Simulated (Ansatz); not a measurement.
# Calculated electric field gradients for HfSiO₄

The cell is a structure deposited in the COD, its atoms then relaxed with PBE in this cell.

```cif
data_HfSiO4
_symmetry_space_group_name_H-M 'I4_1/amd:1'
_symmetry_Int_Tables_number 141
_cell_length_a 6.5725
_cell_length_b 6.5725
_cell_length_c 5.9632
_cell_angle_alpha 90.000
_cell_angle_beta 90.000
_cell_angle_gamma 90.000
loop_
_atom_site_label
_atom_site_type_symbol
_atom_site_symmetry_multiplicity
_atom_site_Wyckoff_symbol
_atom_site_fract_x
_atom_site_fract_y
_atom_site_fract_z
Hf Hf 4 a 0.0000 0.5000 0.2500
Si Si 4 b 0.5000 0.0000 0.2500
O O 16 h 0.5000 0.3147 0.8193
```

One atom of each set is listed; the run and its k-mesh use a cell of 12 atoms with edges of 5.52, 5.52, 5.52 Å.

The numbers come from a DFT calculation in Ansatz (LDA, plane waves and PAW, scalar-relativistic, 420 eV cutoff, Γ-centred 7×7×7 k-points, Fermi–Dirac smearing 0.02 eV).

V_zz is the principal component of the electric field gradient with the largest magnitude, η = (V_xx − V_yy)/V_zz and C_Q = eQV_zz/h.

¹⁷⁷Hf: I = 7/2, Q = 3365 mb; ¹⁷O: I = 5/2, Q = -25.58 mb. Nuclear quadrupole moments: year-2017 set (Pyykkö).

**Question.** Which values are expected at the nuclei?

**Answer.** 

| site | atoms | first shell | V_xx, V_yy, V_zz (10²¹ V/m²) | η | C_Q (MHz) |
| --- | --- | --- | --- | --- | --- |
| Hf | 2 | 8 O at 2.11–2.26 Å | -7.42, -7.42, 14.85 | 0.00 | 1208 |
| Si | 2 | 4 O at 1.63 Å | 1.03, 1.03, -2.06 | 0.00 | – |
| O | 8 | 1 Si at 1.63 Å, 2 Hf at 2.11–2.26 Å | -0.31, -4.22, 4.53 | 0.86 | -2.80 |

An axis of threefold or higher order runs through Hf and Si, so V_zz lies along it and η is zero.

Si has no stable isotope with a ground-state quadrupole moment in the table, so no C_Q is given.

At this cell the LDA pressure is -5 GPa, so with LDA the cell would shrink if it were relaxed. Without spin–orbit coupling the gradients at and beside Hf can be off by some per cent, at some sites by more.
